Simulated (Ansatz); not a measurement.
**SnO2: random displacements**

Theory: Ansatz 0.2.0, DFT PBE, scalar-relativistic, plane waves, PAW. The runs took a 420 eV cutoff, a Γ-centred 6×6×8 mesh and Gaussian smearing (0.05 eV). No spin polarisation. Energies are free energies at this smearing, counted from the undisturbed cell; pressure is positive in compression.

Zero of the scan (as given, not relaxed at this level):

```yaml
crystal:
  lattice:
    - [4.73735, 0.00000, 0.00000]
    - [0.00000, 4.73735, 0.00000]
    - [0.00000, 0.00000, 3.18640]
  atoms:
    - { symbol: Sn, position: [0.00000, 0.00000, 0.00000] }
    - { symbol: Sn, position: [0.50000, 0.50000, 0.50000] }
    - { symbol: O, position: [0.30562, 0.30562, 0.00000] }
    - { symbol: O, position: [0.19438, 0.80562, 0.50000] }
    - { symbol: O, position: [0.69438, 0.69438, 0.00000] }
    - { symbol: O, position: [0.80562, 0.19438, 0.50000] }
```

The atoms are displaced (Å, in the unstrained cell):

| atom | ux | uy | uz |
| --- | --- | --- | --- |
| Sn1 | -0.037 | 0.004 | -0.003 |
| Sn2 | 0.047 | 0.003 | -0.026 |
| O3 | -0.051 | -0.050 | -0.016 |
| O4 | 0.037 | -0.009 | -0.001 |
| O5 | 0.039 | 0.015 | 0.003 |
| O6 | -0.036 | 0.037 | 0.042 |

The cell is not strained.

Task: What are the energy change, the stress and the forces?

Result: ΔE = 33.7 meV/atom; stress (xx, yy, zz, yz, xz, xy; compression positive) (10.23, 11.17, 10.18, -1.10, 0.29, 0.21) GPa; gap on the mesh 1.00 eV.
| atom | Fx (eV/Å) | Fy | Fz |
| --- | --- | --- | --- |
| Sn1 | 1.13 | -0.06 | 0.41 |
| Sn2 | -1.95 | 0.10 | 0.33 |
| O3 | 1.22 | 1.21 | 0.08 |
| O4 | -0.54 | 0.31 | -0.03 |
| O5 | -0.61 | -0.60 | -0.23 |
| O6 | 0.75 | -0.96 | -0.56 |

Cost: 1 run of about 0.54 core-minutes, on Arm Neoverse V1 (shared hosts).